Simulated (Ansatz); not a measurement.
# 1T-IrSTe bilayer (AB) in a perpendicular field, part 2 of 3

What dipole does a perpendicular field induce in the 1T-IrSTe bilayer (AB)? A positive field points along +c.

Ansatz 0.2.0; plane-wave DFT, PBE-D3(BJ), Ansatz PAW.

So far. Step 2 (Relaxation): The lattice constant a goes from 3.581 to 3.526 Å.

## (3) Atoms held, field 0, start network

A sawtooth potential applies the field, turning back in the middle of the vacuum. With the dipole correction the typed value is the field outside the slab. The induced dipole is small, so the SCF threshold is tight.

The cell differs from the one that the last finished run ended in (c 48.413 → 26.836 Å).

input.yaml reads:

```yaml
crystal:
  lattice:
    - [3.5263284582, 0.0, 0.0]
    - [-1.7631642291, 3.0538900269, 0.0]
    - [0.0, 0.0, 26.8355102849]
  atoms:
    - { symbol: Te, position: [0.6666666667, 0.3333333333, 0.3353765181] }
    - { symbol: Ir, position: [0.0, 0.0, 0.4036872929] }
    - { symbol: S, position: [0.3333333333, 0.6666666667, 0.4453325639] }
    - { symbol: Te, position: [0.0, 0.0, 0.5539470054] }
    - { symbol: Ir, position: [0.3333333333, 0.6666666667, 0.6232143074] }
    - { symbol: S, position: [0.6666666667, 0.3333333333, 0.6646234819] }
kpoints:
  mp_grid: { grid: [18, 18, 1] }
  band_path:
    path: [[0, 0, 0], [0.5, 0, 0], [0.33333333, 0.33333333, 0], [0, 0, 0]]
    npoints: 16
hamiltonian:
  xc: pbe
  dispersion: d3bj
scf:
  occupations: { method: fermi_dirac, width: 0.05 }
  convergence: { dr2_threshold: 1.0e-10 }
efield:
  axis: 3
  dipole_correction: true
  ramp_position: 0.97
  ramp_width: 0.06
  amplitude: 0
output:
  dos: { projected: true, e_range: [-6, 5] }
  bader: true
  write_potential: true
  write_density: true
  volumetric_format: npy
  elf: true
```

The run is started by

```bash
ansatz run input.yaml --threads 4 --pin off --max-ram 6144MiB --backend cpu --events-out ev --progress --plain --runs-dir out
```

Numbers of over 12 decimals in the logs are rounded to 6 here.

The log of the run:

```text
[...]
Crystal: 6 atoms, lattice volume = 288.992 Å³
Basis set: ecut = 420 eV, 5591 PW (Γ)
Bands: 47, of which v1, the nominal top of the filled ones, is band 39 counted from 1 (38 counted from 0)
Symmetry: 6 space group operations
[...]
k-points: 37 of 324 (time reversal used)
[...]
SCF iter   1: F=—  HF=-39637.936911 eV  |F-HF|=—  |Δ(HF+E_count)|=         —  Δρ=4.65e-3  dr2=7.60e-1  ethr=1.77e-3  p=-0.079 e·Å  D=-4.94e-2 V/Å  ΔV_dip=1.33 eV  dr2_dipole=3.57e-1  V_vac-E_F(+/−)=5.27/3.95 eV  ⟨swp⟩=10.0  Hψ=8214  notcnv=0  defer=18
efield: sawtooth ramp at fractional position 0.9700 (set: `efield.ramp_position`, or a place that a band, a saddle search or an elastic batch's reference lends), width 0.0600; the density the first Hamiltonian is built on has a dipole p = -0.079 e·Å; the dipole correction subtracts the counter field D = -4.94e-2 V/Å, which shifts the + side's vacuum level by +1.33 eV against the − side's; the planar-averaged density in the ramp window peaks in size at 1.1e-5 e/Å³
[...]
SCF iter   2: F=—  HF=-39637.925909 eV  |F-HF|=—  |Δ(HF+E_count)|=   1.10e-2  Δρ=2.35e-3  dr2=1.07e-1  ethr=9.74e-4  p=-0.031 e·Å  D=-1.93e-2 V/Å  ΔV_dip=0.52 eV  dr2_dipole=4.09e-2  V_vac-E_F(+/−)=5.16/4.64 eV  ⟨swp⟩=2.4  Hψ=2259  notcnv=0  defer=67
[...]
SCF iter  10: F=-39637.916183 eV  HF=-39637.916183 eV  |F-HF|=7.28e-11  |Δ(HF+E_count)|=  2.33e-10  Δρ=1.25e-7  dr2=6.05e-11  ethr=1.00e-12  p=-0.045 e·Å  D=-2.84e-2 V/Å  ΔV_dip=0.76 eV  dr2_dipole=3.59e-13  V_vac-E_F(+/−)=5.12/4.36 eV  ⟨swp⟩=12.6  Hψ=6294  notcnv=0
SCF 1 converged in 10 iterations: F = -39637.916183 eV  dr2 = 6.05e-11
[...]
NSCF: frozen V_eff on 49 k-points
efield: sawtooth ramp at fractional position 0.9700 (kept from the solve that this one continues, or follows in the run), width 0.0600; the density the first Hamiltonian is built on has a dipole p = -0.045 e·Å; the dipole correction subtracts the counter field D = -2.84e-2 V/Å, which shifts the + side's vacuum level by +0.76 eV against the − side's; the planar-averaged density in the ramp window peaks in size at 1.9e-6 e/Å³
[...]
SCF converged after 10 iterations
Free energy (F): -39637.916183 eV
[...]
Internal energy: -39637.894760 eV  (E = F + TS)
E sigma→0 (E₀):  -39637.905471 eV
Entropy (-TS):   -0.021423 eV (-3.571 meV/atom)
Fermi energy:    2.902297 eV
Dipole field:    D = -0.028404 V/Å  (p = -0.045363 e·Å, saw-weighted, corrected)
Work function:   Φ+ = 5.1235 eV   Φ− = 4.3612 eV
Levels:          The Fermi level and band energies are counted from a zero that moves with the ramp; work functions are not
[...]
--- Band table (eV; the first three rows and the last of 37) ---
  k-point 0: bands = [... 35 lower, 2.8915, 3.2418, 3.2418, 3.4344, 3.4344, 6.0129, 6.0129, 6.1630, ... 4 higher]
  k-point 1: bands = [... 35 lower, 2.6376, 3.2479, 3.3940, 3.4445, 3.4624, 5.6722, 5.8664, 5.9162, ... 4 higher]
  k-point 2: bands = [... 35 lower, 2.2223, 3.2449, 3.4120, 3.4520, 3.5498, 5.0596, 5.2640, 5.6970, ... 4 higher]
  k-point 36: bands = [... 35 lower, 1.2004, 1.6633, 1.7912, 2.1664, 2.1705, 3.6312, 3.6514, 5.3737, ... 4 higher]
--- Bader charges: 6 sites ---
  site symbol  charge [e]  shift [e]
     0     Te      0.0606     0.0001
     1     Ir      0.1586     0.0075
     2      S     -0.2911     0.0074
     3     Te      0.1376     0.0000
     4     Ir      0.1608     0.0078
     5      S     -0.2265     0.0078
  estimated error of the sums over rays = 6.1e-4 e
```

The job ended after 37 s (4 threads of Arm Neoverse V1, shared host; peak memory 0.95 GiB; 2.4 min of CPU time).

The column dr2 measures how far the density is from self-consistency, as an energy; F and HF (Harris–Foulkes) agree once it is small.

This step gave:

```yaml
energy_at_zero_smearing: -39637.9055 eV
work_function_upper_face: 5.123 eV
work_function_lower_face: 4.361 eV
dipole_along_the_normal: -0.04536 e·Å
step_between_the_vacuum_levels: 0.7622 eV
```

Running mean over a fixed 2.5 Å (it still follows the layers) of the planar mean; the ramp of the sawtooth is left out. Electron's electrostatic potential energy less the Fermi level against z:

z (Å), electron's electrostatic potential energy less the Fermi level (eV) and a bar from the least value:
```
      3.5       4.36 ############################
      4.0       4.36 ############################
      4.5       4.36 ############################
      5.0       4.36 ############################
      5.5       4.34 ############################
      6.0       4.29 ############################
      6.5       4.06 ############################
      7.0       3.16 ##########################
      7.5       1.69 #######################
      8.0       0.67 #####################
      8.5      -0.94 ##################
      9.0      -2.67 ##############
      9.5      -4.91 ##########
     10.0      -6.97 #####
     10.5      -8.99 #
     11.0      -9.62 
     11.5      -9.00 #
     12.0      -6.30 #######
     12.5      -3.08 #############
     13.0      -1.15 #################
     13.5      -0.18 ###################
     14.0       0.06 ####################
     14.5      -1.34 #################
     15.0      -3.09 #############
     15.5      -5.29 #########
     16.0      -7.42 ####
     16.5      -9.20 #
     17.0      -9.55 
     17.5      -8.44 ##
     18.0      -5.29 #########
     18.5      -1.67 ################
     19.0       1.39 ######################
     19.5       3.66 ###########################
     20.0       4.80 #############################
     20.5       5.06 ##############################
     21.0       5.11 ##############################
     21.5       5.12 ##############################
     22.0       5.12 ##############################
     22.5       5.12 ##############################
     23.0       5.12 ##############################
     23.5       5.12 ##############################
```

The density of states has structure finer than the step of the table below, so its rows give means over 0.2 eV, whole bins alone (the curve runs from -6 to 1.99 eV). Peaks (eV: height): -5.53: 13.7, -5.39: 11.8, -5.20: 15.6, -5.12: 11.3, -3.27: 11.3, -1.81: 16.4, -1.37: 11.2.

Table of density of states by energy, zero at the Fermi level; means over each step:

| energy (eV) | density of states (states/eV a cell) |
| --- | --- |
| -5.8 | 2.32 |
| -5.6 | 9.61 |
| -5.4 | 10.6 |
| -5.2 | 11.2 |
| -5.0 | 5.44 |
| -4.8 | 0.716 |
| -4.6 | 5.74 |
| -4.4 | 6.37 |
| -4.2 | 2.44 |
| -4.0 | 0.836 |
| -3.8 | 1.19 |
| -3.6 | 3.31 |
| -3.4 | 6.04 |
| -3.2 | 7.60 |
| -3.0 | 5.80 |
| -2.8 | 6.35 |
| -2.6 | 7.79 |
| -2.4 | 5.09 |
| -2.2 | 0.954 |
| -2.0 | 2.36 |
| -1.8 | 8.75 |
| -1.6 | 5.23 |
| -1.4 | 6.93 |
| -1.2 | 4.98 |
| -1.0 | 3.70 |
| -0.8 | 3.49 |
| -0.6 | 6.28 |
| -0.4 | 4.21 |
| -0.2 | 2.96 |
| 0.0 | 2.45 |
| 0.2 | 2.49 |
| 0.4 | 3.49 |
| 0.6 | 2.77 |
| 0.8 | 1.59 |
| 1.0 | 1.99 |
| 1.2 | 2.19 |
| 1.4 | 3.92 |
| 1.6 | 3.72 |
| 1.8 | 4.08 |

Projected DOS per atom over height of the atomic layer and energy from the Fermi level. Layers: Te Ir S Te Ir S from below.

Values in states/eV, 22 rows by 6 columns, each cell a mean:
```
0.47 0.79 0.54 0.49 0.78 0.53
0.41 0.88 0.55 0.30 0.74 0.52
0.18 0.48 0.30 0.13 0.49 0.35
0.31 0.45 0.38 0.21 0.38 0.33
0.58 0.33 0.40 0.75 0.48 0.54
0.49 0.38 0.28 0.54 0.44 0.30
0.67 0.79 0.39 0.76 0.96 0.48
0.72 1.25 0.45 0.64 1.09 0.46
0.45 1.34 0.30 0.48 1.24 0.37
0.51 2.06 0.40 0.56 1.90 0.45
0.52 2.48 0.63 0.48 2.38 0.50
0.14 0.17 0.10 0.25 0.31 0.13
1.34 1.76 0.48 1.30 1.76 0.39
0.95 1.65 0.38 0.84 1.85 0.32
1.38 1.61 0.47 1.19 1.45 0.51
0.52 0.69 0.37 0.42 0.63 0.38
0.15 0.22 0.06 0.18 0.24 0.07
0.68 0.98 0.53 0.71 1.19 0.77
0.43 0.61 0.52 0.30 0.52 0.80
0.79 1.40 1.20 0.71 2.10 1.84
1.03 2.49 2.40 1.21 2.03 1.67
0.32 0.62 0.66 0.20 0.59 0.64
```
Columns: height of the atomic layer (Å) from 9 to 17.8 (not evenly spaced); rows upwards: energy from the Fermi level (eV) from -5.96 to 1.96.

Electronic bands along the path, in eV, zero at the Fermi level:

```csv
point,band 37,band 38,band 39,band 40,band 41,band 42,band 43,band 44
Γ,0.34,0.34,0.53,0.53,3.11,3.11,3.26,3.26
halfway,-0.45,-0.05,-0.01,0.22,1.41,1.89,2.35,2.66
M,-1.34,-1.33,-1.29,-1.20,1.79,1.98,2.24,2.60
halfway,-1.52,-1.41,-0.58,-0.51,0.92,1.23,2.23,2.44
K,-1.24,-1.11,-0.74,-0.73,0.73,0.75,2.47,2.50
halfway,-0.89,-0.85,0.26,0.34,1.28,1.64,1.79,2.27
Γ,0.34,0.34,0.53,0.53,3.11,3.11,3.26,3.26
```

ELF in the ca plane at fractional y = 0.000, with atoms of Ir and Te within 0.2 Å of it. It is the smooth field of the valence electrons, not physical close to the nuclei.

Ten even steps from '0' (0.00) to '9' (0.74), each cell a mean:
```
00000000000000122368888531038840035631000000
00000000000123445435774332017875456532222110
00000000001367777643344665213787676433456542
00000000013689876653236887511244544344589975
00000000013699876653236888610123333444589986
00000000002578876653335776311566665333578764
00000000000245666544554453115876666433344321
00000000000011233347886432028852246631111000
00000000000000012369669642039730025531000000
```
Columns run along c (16.0 Å, from fractional 0.13 to 0.72 of the cell), rows up along a (3.5 Å). Atoms in or near the plane, at fractional coordinates: Ir at (0.40, 0.00), Te at (0.55, 0.00).

Valence density in the ca plane at fractional y = 0.000, with atoms of Ir and Te within 0.2 Å of it. It is the smooth field of the valence electrons, not physical close to the nuclei.

Values in units of 1e0 e/Å³, 5 rows by 16 columns, each cell a mean:
```
0.0 0.0 0.0 0.0 0.0 0.0 0.1 0.2 3.1 4.1 0.3 0.1 2.9 4.3 0.3 0.1
0.0 0.0 0.0 0.0 0.0 0.0 0.2 0.3 0.4 0.6 0.3 0.1 0.3 0.4 0.4 0.4
0.0 0.0 0.0 0.0 0.0 0.0 0.3 0.4 0.2 0.3 0.3 0.1 0.1 0.2 0.5 0.7
0.0 0.0 0.0 0.0 0.0 0.0 0.1 0.3 0.8 1.0 0.2 0.1 0.5 0.7 0.3 0.3
0.0 0.0 0.0 0.0 0.0 0.0 0.1 0.2 4.1 5.4 0.3 0.1 4.4 6.5 0.3 0.1
```
Columns run along c (16.0 Å, from fractional 0.07 to 0.67 of the cell), rows up along a (3.5 Å). Atoms in or near the plane, at fractional coordinates: Ir at (0.40, 0.00), Te at (0.55, 0.00).

Electrostatic potential energy in the ca plane at fractional y = 0.000, with atoms of Ir and Te within 0.2 Å of it. With pseudopotentials it is smooth inside the atoms' cores, unlike the true potential.

Ten even steps from '0' (-38 eV) to '9' (8 eV), each cell a mean:
```
99999999999999999840000589998579985899999999
99999999999999999873014799999756646899999999
99999999999999888887778899999876678888888999
99999999999998766789998888999999898877778899
99999999999998756789998888999999998876778899
99999999999998877888888889999988888887888999
99999999999999888886346899999864457888999999
99999999999999999850001699998669965899999999
99999999999999999830000589998589985799999999
```
Columns run along c (16.0 Å, from fractional 0.13 to 0.72 of the cell; values clipped at the 3rd and 97th percentile), rows up along a (3.5 Å). Atoms in or near the plane, at fractional coordinates: Ir at (0.40, 0.00), Te at (0.55, 0.00).

The work function of the upper face is 5.12 eV.

## (4) Atoms held, field 0.1 V/Å

input.yaml: that of step 3 with these lines changed.

```diff
@@ -26,8 +26,6 @@
   dipole_correction: true
-  ramp_position: 0.97
-  ramp_width: 0.06
-  amplitude: 0
+  ramp_position: 0.9534
+  ramp_width: 0.0809
+  amplitude: 0.1
 output:
-  dos: { projected: true, e_range: [-6, 5] }
-  bader: true
   write_potential: true
@@ -35,2 +33 @@
   volumetric_format: npy
-  elf: true
```

The log of the run:

```text
[...]
Crystal: 6 atoms, lattice volume = 288.992 Å³
Basis set: ecut = 420 eV, 5591 PW (Γ)
Bands: 47, of which v1, the nominal top of the filled ones, is band 39 counted from 1 (38 counted from 0)
Symmetry: 6 space group operations
[...]
k-points: 37 of 324 (time reversal used)
[...]
k-point 0: bands = [... 35 lower, 2.8968, 3.2421, 3.2421, 3.4391, 3.4391, 6.0139, 6.0139, 6.1657, ... 4 higher]
  k-point 1: bands = [... 35 lower, 2.6435, 3.2483, 3.3980, 3.4490, 3.4665, 5.6736, 5.8693, 5.9174, ... 4 higher]
  k-point 2: bands = [... 35 lower, 2.2275, 3.2455, 3.4227, 3.4561, 3.5496, 5.0611, 5.2677, 5.6983, ... 4 higher]
  k-point 36: bands = [... 35 lower, 1.2059, 1.6603, 1.7943, 2.1681, 2.1715, 3.6293, 3.6570, 5.3693, ... 4 higher]
[key lines of the parts left out:]
SCF converged after 12 iterations
Free energy (F): -39637.914976 eV
Fermi energy:    2.905394 eV
Dipole field:    D = 0.013289 V/Å  (p = 0.021223 e·Å, saw-weighted, corrected)
```

Run time: 27 s. Hardware: 4 threads; peak memory 0.92 GiB.

The dipole is 0.0212 e·Å, 0.0666 e·Å from its value without field.

## (5) Atoms held, field -0.1 V/Å

input.yaml: that of step 4 with these lines changed.

```diff
@@ -28,3 +28,3 @@
   ramp_width: 0.0809
-  amplitude: 0.1
+  amplitude: -0.1
 output:
```

The log of the run:

```text
[...]
Crystal: 6 atoms, lattice volume = 288.992 Å³
Basis set: ecut = 420 eV, 5591 PW (Γ)
Bands: 47, of which v1, the nominal top of the filled ones, is band 39 counted from 1 (38 counted from 0)
Symmetry: 6 space group operations
[...]
k-points: 37 of 324 (time reversal used)
[...]
k-point 0: bands = [... 35 lower, 2.8949, 3.2499, 3.2499, 3.4383, 3.4383, 6.0202, 6.0202, 6.1691, ... 4 higher]
  k-point 1: bands = [... 35 lower, 2.6404, 3.2560, 3.3982, 3.4486, 3.4674, 5.6791, 5.8721, 5.9235, ... 4 higher]
  k-point 2: bands = [... 35 lower, 2.2257, 3.2528, 3.4098, 3.4565, 3.5586, 5.0662, 5.2691, 5.7041, ... 4 higher]
  k-point 36: bands = [... 35 lower, 1.2035, 1.6748, 1.7967, 2.1700, 2.1813, 3.6416, 3.6543, 5.3865, ... 4 higher]
[key lines of the parts left out:]
SCF converged after 12 iterations
Free energy (F): -39637.924048 eV
Fermi energy:    2.907827 eV
Dipole field:    D = -0.070083 V/Å  (p = -0.111928 e·Å, saw-weighted, corrected)
```

Wall time 26 s (4 threads); peak memory 0.92 GiB.

The dipole is -0.112 e·Å, -0.0666 e·Å from its value without field.

## (6) Single point, field 0.5 V/Å

input.yaml: that of step 5 with these lines changed.

```diff
@@ -26,5 +26,5 @@
   dipole_correction: true
-  ramp_position: 0.9534
-  ramp_width: 0.0809
-  amplitude: -0.1
+  ramp_position: 0.8926
+  ramp_width: 0.2026
+  amplitude: 0.5
 output:
```

The log of the run:

```text
[...]
Crystal: 6 atoms, lattice volume = 288.992 Å³
Basis set: ecut = 420 eV, 5591 PW (Γ)
Bands: 47, of which v1, the nominal top of the filled ones, is band 39 counted from 1 (38 counted from 0)
Symmetry: 6 space group operations
[...]
k-points: 37 of 324 (time reversal used)
[...]
k-point 0: bands = [... 35 lower, 2.8917, 3.2148, 3.2148, 3.4310, 3.4310, 5.3342, 5.9888, 5.9888, ... 4 higher]
  k-point 1: bands = [... 35 lower, 2.6403, 3.2213, 3.3812, 3.4403, 3.4596, 5.3864, 5.6516, 5.8553, ... 4 higher]
  k-point 2: bands = [... 35 lower, 2.2213, 3.2192, 3.4371, 3.4457, 3.5205, 5.0325, 5.2557, 5.5559, ... 4 higher]
  k-point 36: bands = [... 35 lower, 1.2008, 1.6202, 1.7793, 2.1307, 2.1647, 3.5937, 3.6526, 5.3236, ... 4 higher]
[key lines of the parts left out:]
SCF converged after 13 iterations
Free energy (F): -39637.976801 eV
Fermi energy:    2.890820 eV
Dipole field:    D = 0.180377 V/Å  (p = 0.288075 e·Å, saw-weighted, corrected)
```

It took 29 s on 4 threads; peak memory 0.92 GiB.

The dipole is 0.288 e·Å, 0.333 e·Å from its value without field.

## (7) Single point, field -0.3 V/Å

input.yaml: that of step 6 with these lines changed.

```diff
@@ -26,6 +26,8 @@
   dipole_correction: true
-  ramp_position: 0.8926
-  ramp_width: 0.2026
-  amplitude: 0.5
+  ramp_position: 0.9507
+  ramp_width: 0.0862
+  amplitude: -0.3
 output:
+  dos: { projected: true, e_range: [-6, 5] }
+  bader: true
   write_potential: true
@@ -33 +35,2 @@
   volumetric_format: npy
+  elf: true
```

The log of the run:

```text
[...]
Crystal: 6 atoms, lattice volume = 288.992 Å³
Basis set: ecut = 420 eV, 5591 PW (Γ)
Bands: 47, of which v1, the nominal top of the filled ones, is band 39 counted from 1 (38 counted from 0)
Symmetry: 6 space group operations
[...]
k-points: 37 of 324 (time reversal used)
[...]
k-point 36: bands = [... 35 lower, 1.1978, 1.6858, 1.7958, 2.1652, 2.1910, 3.6482, 3.6503, 5.3890, ... 4 higher]
--- Bader charges: 6 sites ---
  site symbol  charge [e]  shift [e]
     0     Te      0.0803     0.0001
     1     Ir      0.1570     0.0075
     2      S     -0.2916     0.0074
     3     Te      0.1370     0.0000
     4     Ir      0.1602     0.0078
     5      S     -0.2429     0.0078
  estimated error of the sums over rays = 6.4e-4 e
[key lines of the parts left out:]
SCF converged after 12 iterations
Free energy (F): -39637.959744 eV
Fermi energy:    2.907056 eV
Dipole field:    D = -0.153427 V/Å  (p = -0.245034 e·Å, saw-weighted, corrected)
```

Elapsed: 39 s, on 4 threads; peak memory 0.94 GiB; 2.5 min of CPU time.

The dipole is -0.245 e·Å, -0.200 e·Å from its value without field.

(Continued in part 3 of 3.)

[Logs are printed without paths, hosts, clocks, repeated set-up lines and the standing remarks that a program may print on its own settings, such as how far it seeks lower states.]

[Hosts, paths, dates, database ids (printed as entryN), source tags and the programs' standing remarks are cut or masked in the printed files.]

[Maps of the electrostatic potential energy from Ansatz leave out the sawtooth potential of an applied field or a dipole correction, so their vacuum need not be flat; planar profiles and work functions include it.]

[The density of states shown here was stored with 400 of the rows of the run's finer table, so its peaks can read low, often by over a quarter, or be missed, and its means over a window can be off by a tenth or more.]
